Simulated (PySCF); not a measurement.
# Spin-rotation constants: SMILES CCC(C)C, C₅H₁₂

Geometry (Å), atoms numbered from 1 in this order:
```xyz
17

C     1.924   -0.788   -0.032
C     0.896    0.197    0.512
C    -0.369    0.303   -0.348
C    -1.180   -0.990   -0.326
C    -1.233    1.465    0.140
H     2.192   -0.533   -1.056
H     1.542   -1.804   -0.017
H     2.828   -0.760    0.574
H     1.357    1.186    0.573
H     0.614   -0.097    1.526
H    -0.067    0.507   -1.382
H    -0.615   -1.816   -0.750
H    -2.092   -0.873   -0.908
H    -1.456   -1.246    0.695
H    -1.535    1.302    1.173
H    -0.684    2.402    0.087
H    -2.129    1.558   -0.469
```

Method used: PySCF, GIAO B97-2/pcSseg-1 magnetisability, rotational g tensor and spin-rotation constants, non-relativistic, gas phase. Geometry: GFN2-xTB.

Question: Give the nuclear spin-rotation constants along the inertial axes (H = +C I·J) beside the isotropic shieldings.

Answer: Rotational constants 7.3643, 3.3877, 2.5991 GHz. A star marks the isotopologue with that one atom substituted, in its own axes.
| atom | isotope | Caa (kHz) | Cbb (kHz) | Ccc (kHz) | mean (kHz) | σ (ppm) |
| --- | --- | --- | --- | --- | --- | --- |
| H6 | 1H | -0.809 | -0.389 | 0.058 | -0.380 | 31.1 |
| H7 | 1H | -0.808 | 0.054 | -0.261 | -0.338 | 30.6 |
| H8 | 1H | -0.222 | -0.254 | -0.232 | -0.236 | 30.6 |
| H9 | 1H | -0.820 | 0.091 | -0.267 | -0.332 | 30.4 |
| H10 | 1H | -0.833 | -0.399 | 0.084 | -0.383 | 30.9 |
| H11 | 1H | -0.781 | -0.389 | 0.077 | -0.364 | 30.6 |
| H12 | 1H | -0.199 | -0.213 | -0.259 | -0.224 | 30.4 |
| H13 | 1H | -0.091 | -0.308 | -0.246 | -0.215 | 30.8 |
| H14 | 1H | -0.877 | -0.380 | 0.057 | -0.400 | 31.4 |
| H15 | 1H | -0.822 | -0.397 | 0.069 | -0.383 | 31.1 |
| H16 | 1H | -0.794 | 0.038 | -0.257 | -0.338 | 30.7 |
| H17 | 1H | -0.144 | -0.298 | -0.230 | -0.224 | 30.7 |
| C1 | 13C* | 0.981 | 0.501 | 0.345 | 0.609 | 170.7 |
| C2 | 13C* | 1.200 | 0.593 | 0.449 | 0.747 | 150.4 |
| C3 | 13C* | 1.200 | 0.633 | 0.406 | 0.746 | 151.7 |
| C4 | 13C* | 1.216 | 0.452 | 0.381 | 0.683 | 163.9 |

For the geometry as given, no vibrational averaging.

Question: How do the rotational constants and the g tensor change when H6, H7, H8, H9, H10, H11, H12, H13, H14, H15, H16, H17 are replaced by deuterium?

Answer: Constants 5.2501, 2.6171, 2.0335 GHz; g 0.0108, 0.0035, 0.0006, against 0.0150, 0.0046, 0.0008 before.
